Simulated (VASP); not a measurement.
# Si (Fd-3m) in VASP: notebook

Runs on Si. Level: PBE. Tasks: single point, relaxation of cell and atoms.

Everything below comes from runs of VASP 6.6.1. Logs are shortened: lines on timing, memory, paths and dates and some standing lists are left out, and cuts for length are marked.

**1. Starting point**

Symmetry: Fd-3m, No. 227, cubic system. Conventional cell: a = 5.470 Å, b = 5.470 Å, c = 5.470 Å, α = 90.00°, β = 90.00°, γ = 90.00°. Si (site symmetry -43m) has 4 Si at 2.37 Å as nearest neighbours.

The cell was built by a generator and needn't be a form met in nature.

**2. Single point, PBE**

Contents of INCAR:

```
PREC = Accurate
ENCUT = 520
EDIFF = 1E-6
ISMEAR = 0
SIGMA = 0.02
LREAL = F
LASPH = T
NELM = 100
ALGO = Fast
ISIF = 2
LWAVE = F
LCHARG = T
GGA = PE
LELF = T
LVHAR = T
NBANDS = 11
```

Contents of KPOINTS:

```
Automatic mesh
0
Gamma
  10 10 10
```

Contents of POSCAR:

```
Si
1.0
    0.0000000000      2.7349661891      2.7349661891
    2.7349661891      0.0000000000      2.7349661891
    2.7349661891      2.7349661891      0.0000000000
Si
2
Direct
    0.0000000000      0.0000000000      0.0000000000
    0.2500000000      0.2500000000      0.2500000000
```

Potentials or basis: VASP PAW PBE potentials, release 64 (Si).

Command:

```console
$ cat potpaw_PBE.64/Si/POTCAR > POTCAR
$ mpirun -np 1 vasp_std > vasp.out
```

OUTCAR:

```text
PREC = Accurate
   ENCUT = 520
   EDIFF = 1E-6
   ISMEAR = 0
   LREAL = F
   LASPH = T
   NELM = 100
   ISIF = 2
   GGA = PE

 ion  position               nearest neighbor table
   1  0.000  0.000  0.000-   2 2.37   2 2.37   2 2.37   2 2.37
   2  0.250  0.250  0.250-   1 2.37   1 2.37   1 2.37   1 2.37

  LATTYP: Found a face centered cubic cell.
 ALAT       =     5.4699323782

  Lattice vectors:

 A1 = (   0.0000000000,   2.7349661891,   2.7349661891)
 A2 = (   2.7349661891,   0.0000000000,   2.7349661891)
 A3 = (   2.7349661891,   2.7349661891,   0.0000000000)

Analysis of symmetry for initial positions (statically):
=====================================================================
 Subroutine PRICEL returns:
 Original cell was already a primitive cell.

 Routine SETGRP: Setting up the symmetry group for a
 face centered cubic supercell.

 Subroutine GETGRP returns: Found 48 space group operations
 (whereof 24 operations were pure point group operations)
 out of a pool of 48 trial point group operations.

The static configuration has the point symmetry T_d .
 The point group associated with its full space group is O_h .

Analysis of symmetry for dynamics (positions and initial velocities):
=====================================================================
 Subroutine PRICEL returns:
 Original cell was already a primitive cell.

 Routine SETGRP: Setting up the symmetry group for a
 face centered cubic supercell.

 Subroutine GETGRP returns: Found 48 space group operations
 (whereof 24 operations were pure point group operations)
 out of a pool of 48 trial point group operations.

The dynamic configuration has the point symmetry T_d .
 The point group associated with its full space group is O_h .

 Subroutine INISYM returns: Found 48 space group operations
 (whereof 24 operations are pure point group operations),
 and found     1 'primitive' translations

----------------------------------------------------------------------------------------

                                     Primitive cell

  volume of cell :      40.9153

  direct lattice vectors                    reciprocal lattice vectors
     0.000000000  2.734966189  2.734966189    -0.182817617  0.182817617  0.182817617
     2.734966189  0.000000000  2.734966189     0.182817617 -0.182817617  0.182817617
     2.734966189  2.734966189  0.000000000     0.182817617  0.182817617 -0.182817617

  length of vectors
     3.867826277  3.867826277  3.867826277     0.316649400  0.316649400  0.316649400

  position of ions in fractional coordinates (direct lattice)
     0.000000000  0.000000000  0.000000000
     0.250000000  0.250000000  0.250000000

  ion indices of the primitive-cell ions
   primitive index   ion index
                 1           1
                 2           2

----------------------------------------------------------------------------------------

 KPOINTS: Automatic mesh

Automatic generation of k-mesh.
 Grid dimensions read from file:
 generate k-points for:   10   10   10

 Generating k-lattice:

  Cartesian coordinates                     Fractional coordinates (reciprocal lattice)
    -0.018281762  0.018281762  0.018281762     0.100000000  0.000000000  0.000000000
     0.018281762 -0.018281762  0.018281762     0.000000000  0.100000000  0.000000000
     0.018281762  0.018281762 -0.018281762     0.000000000  0.000000000  0.100000000

  Length of vectors
     0.031664940  0.031664940  0.031664940

  Shift w.r.t. Gamma in fractional coordinates (k-lattice)
     0.000000000  0.000000000  0.000000000

 Subroutine IBZKPT returns following result:
 ===========================================

 Found     47 irreducible k-points:

 Following reciprocal coordinates:
            Coordinates               Weight
  0.000000  0.000000  0.000000      1.000000
  0.100000  0.000000  0.000000      8.000000
  0.200000  0.000000  0.000000      8.000000
  0.300000  0.000000  0.000000      8.000000
  0.400000  0.000000  0.000000      8.000000
  0.500000  0.000000  0.000000      4.000000
[... 16 lines left out ...]
  0.300000  0.300000  0.000000      6.000000
  0.400000  0.300000  0.000000     24.000000
 [... further k-points ...]
   k-points           NKPTS =     47   k-points in BZ     NKDIM =     47   number of bands    NBANDS=     11
   number of dos      NEDOS =    301   number of ions     NIONS =      2
   total plane-waves  NPLWV =  27000
   dimension x,y,z NGX =    30 NGY =   30 NGZ =   30
   dimension x,y,z NGXF=    60 NGYF=   60 NGZF=   60
   ions per type =               2
   NGX,Y,Z   is equivalent  to a cutoff of  12.89, 12.89, 12.89 a.u.
   NGXF,Y,Z  is equivalent  to a cutoff of  25.79, 25.79, 25.79 a.u.
 SYSTEM =  unknown system
   PREC   = accura    normal or accurate (medium, high low for compatibility)
   ISTART =      0    job   : 0-new  1-cont  2-samecut
   ICHARG =      2    charge: 1-file 2-atom 10-const
   ISPIN  =      1    spin polarized calculation?
   LNONCOLLINEAR =      F non collinear calculations
   LSORBIT =      F    spin-orbit coupling
   LASPH  =      T    aspherical Exc in radial PAW
   ENCUT  =  520.0 eV  38.22 Ry    6.18 a.u.   7.19  7.19  7.19*2*pi/ulx,y,z
   NELM   =    100;   NELMIN=  2; NELMDL= -5     # of ELM steps
   EDIFF  = 0.1E-05   stopping-criterion for ELM
   LREAL  =      F    real-space projection
   EDIFFG = 0.1E-04   stopping-criterion for IOM
   NSW    =      0    number of steps for IOM
   IBRION =     -1    ionic relax: 0-MD 1-quasi-New 2-CG
   NFREE  =      0    steps in history (QN), initial steepest desc. (CG)
   ISIF   =      2    stress and relaxation
   ISYM   =      2    0-nonsym 1-usesym 2-fastsym
   POTIM  = 0.5000    time-step for ionic-motion
   TEBEG  =    0.0;   TEEND  =   0.0 temperature during run
   PSTRESS=    0.0 pullay stress
   NELECT =       8.0000    total number of electrons
   NUPDOWN=      -1.0000    fix difference up-down
   EMIN   =  10.00;   EMAX   =-10.00  energy-range for DOS
   EFERMI =   0.00;   METHOD = LEGACY
   ISMEAR =     0;   SIGMA  =   0.02  broadening in eV -4-tet -1-fermi 0-gaus
   EFERMI_NEDOS =   21; number of points for ismear=-14 and -15
   IALGO  =     68    algorithm
   IMIX   =      4    mixing-type and parameters
     AMIX     =   0.40;   BMIX     =  1.00
     AMIX_MAG =   1.60;   BMIX_MAG =  1.00
  volume/ion in A,a.u.               =      20.46       138.06
  Fermi-wavevector in a.u.,A,eV,Ry     =   0.950188  1.795595 12.284118  0.902857
  Thomas-Fermi vector in A             =   2.078541
   LORBIT       =      0    0 simple, 1 ext, 2 COOP (PROOUT), +10 PAW based schemes
   GGA     = PE    functional components
   LHFCALC =     F    Hartree Fock is set to
   AEXX    =    0.0000 exact exchange contribution
   IVDW    =     0    specifies the selected vdW correction
   LEPSILON=     F    determine dielectric tensor
   LRPA    =     F    only Hartree local field effects (RPA)
 non-spin polarized calculation
 RMM-DIIS sequential band-by-band and
 Gauss-broadening in eV      SIGMA  =   0.02
  energy-cutoff  :      520.00
  volume of cell :       40.92
 maximum number of plane-waves:      1114
 NGX is ok and might be reduce to    30
   NGX = 15   NGY = 15   NGZ = 15

 number of electron       8.0000001 magnetization

 Free energy of the ion-electron system (eV)
  ---------------------------------------------------
  ext. energy  EPLUGINS =         0.00000000
  ---------------------------------------------------
  free energy    TOTEN  =       -10.84920019 eV

  energy without entropy =      -10.84920019  energy(sigma->0) =      -10.84920019

 E-fermi :   5.7096     XC(G=0):  -9.3245

 val. band max:        5.6099140871   @ k =   0.0000   0.0000   0.0000
 cond. band min:       6.2287083058   @ k =   0.4000   0.4000   0.0000
 fundamental gap:      0.6187942187
 Fermi energy:         5.7096034011

 k-point     1 :       0.0000    0.0000    0.0000
  band No.  band energies     occupation
      1      -6.2003      2.00000
      2       5.6099      2.00000
      3       5.6099      2.00000
      4       5.6099      2.00000
      5       8.1664      0.00000
      6       8.1664      0.00000
      7       8.1664      0.00000
      8       8.7363      0.00000
      9      13.3186      0.00000
     10      13.3186      0.00000
     11      13.4846      0.00000

 k-point     2 :       0.1000    0.0000    0.0000
  band No.  band energies     occupation
      1      -6.0719      2.00000
      2       4.4679      2.00000
      3       5.4163      2.00000
      4       5.4163      2.00000
      5       8.1308      0.00000
      6       8.4520      0.00000
      7       8.4520      0.00000
      8       9.7080      0.00000
      9      12.9690      0.00000
     10      12.9690      0.00000
     11      14.0140      0.00000

 k-point     3 :       0.2000    0.0000    0.0000
  band No.  band energies     occupation
      1      -5.6927      2.00000
      2       2.6287      2.00000
      3       5.0427      2.00000
      4       5.0427      2.00000
      5       7.7601      0.00000
      6       8.9537      0.00000
      7       8.9537      0.00000
      8      11.4829      0.00000
      9      12.6584      0.00000
     10      12.6584      0.00000
     11      14.6832      0.00000
[... 267 lines left out ...]
 k-point    23 :       0.3000    0.3000    0.0000
  band No.  band energies     occupation
      1      -4.6798      2.00000
      2       1.2061      2.00000
      3       3.4291      2.00000
      4       3.4291      2.00000
      5       6.5001      0.00000
      6       8.0466      0.00000
      7      12.1785      0.00000
      8      12.1785      0.00000
      9      14.5105      0.00000
     10      15.0319      0.00000
     11      17.9231      0.00000

 k-point    24 :       0.4000    0.3000    0.0000
  band No.  band energies     occupation
      1      -4.0790      2.00000
      2       0.2180      2.00000
      3       2.8183      2.00000
      4       3.2276      2.00000
      5       6.6875      0.00000
      6       7.8760      0.00000
      7      12.4619      0.00000
      8      12.6032      0.00000
      9      16.0170      0.00000
     10      16.1439      0.00000
     11      17.6266      0.00000

 [... further k-points ...]

------------------------ aborting loop because EDIFF is reached ----------------------------------------

  FORCE on cell =-STRESS in cart. coord.  units (eV):
  Direction    XX          YY          ZZ          XY          YZ          ZX
  --------------------------------------------------------------------------------------
  -------------------------------------------------------------------------------------
  Total       -0.0176316     -0.0176316     -0.0176316      0.0000000      0.0000000      0.0000000
  in kB       -0.6904238     -0.6904238     -0.6904238      0.0000000      0.0000000      0.0000000
  external PRESSURE =      -0.6904238 kB  Pullay stress =       0.0000000 kB

 VOLUME and BASIS-vectors are now :
 -----------------------------------------------------------------------------
  energy-cutoff  :      520.00
  volume of cell :       40.92
      direct lattice vectors                 reciprocal lattice vectors
     0.000000000  2.734966189  2.734966189    -0.182817617  0.182817617  0.182817617
     2.734966189  0.000000000  2.734966189     0.182817617 -0.182817617  0.182817617
     2.734966189  2.734966189  0.000000000     0.182817617  0.182817617 -0.182817617

 POSITION                                       TOTAL-FORCE (eV/Angst)
 -----------------------------------------------------------------------------------
      0.00000      0.00000      0.00000        -0.000000      0.000000     -0.000000
      1.36748      1.36748      1.36748         0.000000     -0.000000      0.000000
 -----------------------------------------------------------------------------------
    total drift:                               -0.000000     -0.000000     -0.000000

  FREE ENERGIE OF THE ION-ELECTRON SYSTEM (eV)
  ---------------------------------------------------
  free  energy   TOTEN  =       -10.8492001925 eV

  energy  without entropy=      -10.8492001925  energy(sigma->0) =      -10.84920019
```

Run time: 16 s. Hardware: 1 thread of Intel Xeon Platinum 8488C (Sapphire Rapids), shared host; peak memory 0.15 GiB.

Results:

```
Free energy            : -10.8492 eV
Pressure               : -0.1 GPa
Band gap on the k mesh : 0.62 eV, indirect (least direct gap 2.56 eV)
```

Levels at points of the mesh, in eV from the valence-band top:
| k point | band 1 | band 2 | band 3 | band 4 | band 5 | band 6 | band 7 | band 8 | band 9 |
| --- | --- | --- | --- | --- | --- | --- | --- | --- | --- |
| (0.00, 0.00, 0.00) | -11.81 | 0.00 | 0.00 | 0.00 | 2.56 | 2.56 | 2.56 | 3.13 | 7.71 |
| (0.50, 0.00, 0.00) | -9.53 | -6.87 | -1.18 | -1.18 | 1.46 | 3.35 | 3.35 | 7.70 | 10.49 |
| (0.50, 0.50, 0.00) | -7.74 | -7.74 | -2.79 | -2.79 | 0.75 | 0.75 | 9.93 | 9.93 | 10.91 |

A k mesh can miss the band edges.

(Part 1 of 2 ends here.)
